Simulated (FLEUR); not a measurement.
# HgTe (Coloradoite) (F-43m) in FLEUR: notebook, part 2 of 2

FLEUR MaX-R8.1 (later development tree). The steps go on from the part before.

### Step 5. Equation of state, Wu-Cohen GGA, 33.22 Å³/atom

Changes to inp.xml since step 4:

```diff
@@ -24,3 +24,3 @@
       <xi:include xmlns:xi="http://www.w3.org/2001/XInclude" href="sym.xml"> </xi:include>
-      <bulkLattice scale="0.9864848297">
+      <bulkLattice scale="1.0000000000">
          <bravaisMatrix>
```

Started as:

```bash
inpgen -f crystal.txt -profile fastHighL
# inp.xml edited to the form shown
fleur_MPI
```

Wall time 87 s (1 thread of Arm Neoverse V2, shared host); peak memory 0.08 GiB.

Results (log left out):

- Free energy: -719922.2751 eV
- Band gap on the k mesh: none (metal or under the smearing width)
- Valence electrons inside the program's atomic spheres: Hg 17.64; Te 19.47 (radii Hg 2.3, Te 2.43 bohr)

### Step 6. Equation of state, Wu-Cohen GGA, 34.54 Å³/atom (volume scaled by 1.04)

Changes to inp.xml since step 5:

```diff
@@ -24,3 +24,3 @@
       <xi:include xmlns:xi="http://www.w3.org/2001/XInclude" href="sym.xml"> </xi:include>
-      <bulkLattice scale="1.0000000000">
+      <bulkLattice scale="1.0131594038">
          <bravaisMatrix>
```

Potentials or basis: all-electron, FLAPW.

Started as:

```bash
inpgen -f crystal.txt -profile fastHighL
# inp.xml edited to the form shown
fleur_MPI
```

It took 95 s on 1 thread of Arm Neoverse V2, shared host; peak memory 0.08 GiB.

Results (log left out):

* Free energy: -719922.2914 eV
* Band gap on the k mesh: none (metal or under the smearing width)
* Valence electrons inside the program's atomic spheres: Hg 17.62; Te 19.44 (radii Hg 2.3, Te 2.43 bohr)

### Step 7. Equation of state, Wu-Cohen GGA, 35.21 Å³/atom (volume scaled by 1.06)

Changes to inp.xml since step 6:

```diff
@@ -24,3 +24,3 @@
       <xi:include xmlns:xi="http://www.w3.org/2001/XInclude" href="sym.xml"> </xi:include>
-      <bulkLattice scale="1.0131594038">
+      <bulkLattice scale="1.0196128224">
          <bravaisMatrix>
```

Started as:

```bash
inpgen -f crystal.txt -profile fastHighL
# inp.xml edited to the form shown
fleur_MPI
```

Wall time 97 s (1 thread of Arm Neoverse V2, shared host); peak memory 0.08 GiB.

The run converged. Its results:

- Free energy: -719922.2886 eV
- Band gap on the k mesh: none (metal or under the smearing width)
- Valence electrons inside the program's atomic spheres: Hg 17.62; Te 19.43 (radii Hg 2.3, Te 2.43 bohr)

### Step 8. Equation of state, Wu-Cohen GGA

No new run: the results of the series are fitted here.

Results:

| Quantity | Value |
| --- | --- |
| Equilibrium volume | 34.60 Å³/atom |
| Bulk modulus | 43 GPa |
| Pressure derivative of the bulk modulus | 4.5 (rough: it moves with the points fitted) |

Energy against volume, from the lowest point:
```
volume (Å³/atom)  energy (meV/atom)
          31.223              54.03
          31.887              33.57
          33.215               8.11
          34.544               0.00
          35.208               1.37
```

Spin-orbit coupling is left out, which matters for the levels of Hg, Te.

### Step 9. Against experiment

Step 8. Against the measured bulk modulus of HgTe, 43 GPa (a printed reference work, monograph), the calculated 43 GPa is off by +1.2 %. That is within the rounding of the quoted value. The fit is for a static lattice scaled at fixed shape and fixed fractional positions.
